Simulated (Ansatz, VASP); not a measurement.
Two plane-wave programs on AlRu

The input INCAR:

```
SYSTEM = AlRu
PREC = Accurate
ENCUT = 520
EDIFF = 1E-6
ISMEAR = -4
SIGMA = 0.1
LREAL = .False.
LASPH = .True.
NELM = 80
ALGO = Normal
ISIF = 2
LWAVE = .False.
LCHARG = .False.
GGA = PE
NBANDS = 16
```

File KPOINTS:

```
regular mesh
0
Gamma
  6 6 6
  0 0 0
```

File POSCAR:

```
AlRu
1.0
    2.9824954400      0.0000000000      0.0000000000
    0.0000000000      2.9824954400      0.0000000000
    0.0000000000      0.0000000000      2.9824954400
Al Ru
1 1
Direct
    0.0000000000      0.0000000000      0.0000000000
    0.5000000000      0.5000000000      0.5000000000
```

Input for Ansatz:

```yaml
crystal:
  lattice:
    - [2.98249544, 0.0, 0.0]
    - [0.0, 2.98249544, 0.0]
    - [0.0, 0.0, 2.98249544]
  atoms:
    - { symbol: Al, position: [0.0, 0.0, 0.0] }
    - { symbol: Ru, position: [0.5, 0.5, 0.5] }
basis:
  ecutwfc: 420
kpoints:
  mp_grid: { grid: [6, 6, 6] }
hamiltonian:
  xc: pbe
scf:
  occupations: { method: tetrahedron_uncorrected }
output:
  forces: true
  stress: true
  eigenvalues: true
accuracy: low
```

Alike in both runs: task single point; functional PBE; k mesh 6 × 6 × 6; no spin polarisation.

```csv
,VASP,Ansatz
version,VASP 6.6.1,Ansatz 0.2.0
potentials or method,"VASP PAW PBE potentials, release 64 (Al, Ru_pv)","scalar-relativistic, plane waves, PAW"
plane-wave cutoff (eV),520,420
occupations,tetrahedron,tetrahedron-uncorrected
valence electrons in the cell,17,19
```

```tsv
	VASP	Ansatz	Ansatz less VASP
gap on the k mesh at the Fermi level (eV)	none	none	-
pressure (GPa)	6.2	6.2	+0.04
```

A gap of «none» marks a metal or a gap that the smearing closes. The two sets of potentials don't hold the same shells in valence. Ansatz warned: «band_table_not_solved_further».
